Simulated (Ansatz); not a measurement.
Computed with DFT PBE, scalar-relativistic, plane waves, PAW in Ansatz. Settings: cutoff 420 eV, Γ-centred meshes spaced at most about 0.3 Å⁻¹, and about 0.25 Å⁻¹ or finer for metals (2π included), Gaussian smearing. No spin polarisation.

Temperature and zero-point effects are left out.

Compare these two cells of ZrSi2, each relaxed at this level.

A.

```yaml
crystal:
  lattice:
    - [4.03491, 0.00000, 0.00000]
    - [-2.01746, 3.49434, 0.00000]
    - [0.00000, 0.00000, 3.56450]
  atoms:
    - { symbol: Zr, position: [0.00000, 0.00000, 0.00000] }
    - { symbol: Si, position: [0.33333, 0.66667, 0.50000] }
    - { symbol: Si, position: [0.66667, 0.33333, 0.50000] }
```

B.

```yaml
crystal:
  lattice:
    - [-2.00525, 3.03841, 4.08404]
    - [2.00525, -3.03841, 4.08404]
    - [2.00525, 3.03841, -4.08404]
  atoms:
    - { symbol: Zr, position: [0.16603, 0.41603, 0.75000] }
    - { symbol: Zr, position: [0.83397, 0.58397, 0.25000] }
    - { symbol: Si, position: [0.41194, 0.85575, 0.55619] }
    - { symbol: Si, position: [0.58806, 0.14425, 0.44381] }
    - { symbol: Si, position: [0.20045, 0.14425, 0.05619] }
    - { symbol: Si, position: [0.79955, 0.85575, 0.94381] }
```

**Question.** Which would you expect to be lower, and how large is the difference?

**Answer.** B is lower, by 164 meV/atom. A has the AlB2 type, space group P6/mmm (No. 191), 16.8 Å³/atom and no gap on its mesh; B has space group Imma (No. 74), 16.6 Å³/atom and no gap. Counting Si atoms around Zr (those within 1.25 times the shortest such distance or 1.15 times the sum of covalent radii), A has Zr 12 and B has Zr 10. A holds Si–Si nets (shortest 2.33 Å); B holds Si–Si chains (shortest 2.36 Å). In A, Zr is surrounded by 12 Si at 2.93 Å; Si is surrounded by 3 Si at 2.33 Å and 6 Zr at 2.93 Å. In B, Zr is surrounded by 10 Si at 2.78–2.98 Å and 4 Zr at 3.33–3.37 Å; around Si lie 2 Si at 2.36–2.45 Å, 2 Si at 2.65 Å and 5 Zr at 2.78–2.98 Å. Both come from invented guesses. The lowest form computed isn't among them: it has space group Cmcm (No. 63), 16.8 Å³/atom, is reached from a cell as deposited in COD and lies 197 meV/atom below the best shown.

Cells relaxed within their symmetry can be saddle points. Some structure types and database cells were kept out of the candidates from the start, so a known form may be missing.

The preference for B over A probably comes from electron count rather than packing. A planar, three-connected Si net like that in A suits silicon with little extra charge. Tetravalent Zr formally supplies more electrons than the net's bonding states can hold, so π-antibonding states begin to fill. Breaking the net into chains relieves this, as in Zintl phases, though in a metal with strong Zr d–Si p mixing such counting is only a guide. The Si–Si contacts at 2.65 Å in B are then weak, multicentre links rather than full bonds. B also gains some shorter Zr–Si contacts, down to 2.78 Å against 2.93 Å in A, despite having fewer of them.

Neither the shortest Si–Si bond nor density predicts the order: A has the shorter bond, and the Cmcm form matches A in volume yet lies far below both. That form's space group is the one known for ZrSi2, so B is only the better of two unfavourable arrangements. Separating the Si-net and Zr–Si contributions would need an analysis of the occupied states.
